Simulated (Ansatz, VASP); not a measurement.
Two plane-wave programs on HgTe

```xyz
2
Lattice="-2.9834 2.9834 1.5276 2.9834 -2.9834 1.5276 2.9834 2.9834 -1.5276" Properties=species:S:1:pos:R:3 pbc="T T T"
Hg    0.0000    2.9834    0.7638
Te    0.0000    0.0000    0.0000
```

Change from the starting cell: volume scaled by 0.94.

Alike in both runs: task single point; functional PBE; k mesh 10 × 10 × 10; occupations fermi-dirac, width 0.05 eV; no spin polarisation.

```csv
,VASP,Ansatz
version,VASP 6.6.1,Ansatz 0.2.0
potentials or method,"VASP PAW PBE potentials, release 64 (Hg, Te)",Ansatz PAW
plane-wave cutoff (eV),520,420
valence electrons in the cell,18,36
```

Ansatz gave:

- gap on the k mesh at the Fermi level (eV): none
- pressure (GPa): 3.0
- largest component of the traceless stress (GPa): 3.83

Problem. Estimate VASP's values.

Solution. gap on the k mesh at the Fermi level (eV): none; pressure (GPa): 3.1; largest component of the traceless stress (GPa): 3.83.

A gap of «none» marks a metal or a gap that the smearing closes. The functional is the same, so the differences come from potentials, cutoffs and numerics. The two sets of potentials don't hold the same shells in valence.

Spin-orbit coupling is left out, which matters for the levels of Hg, Te.
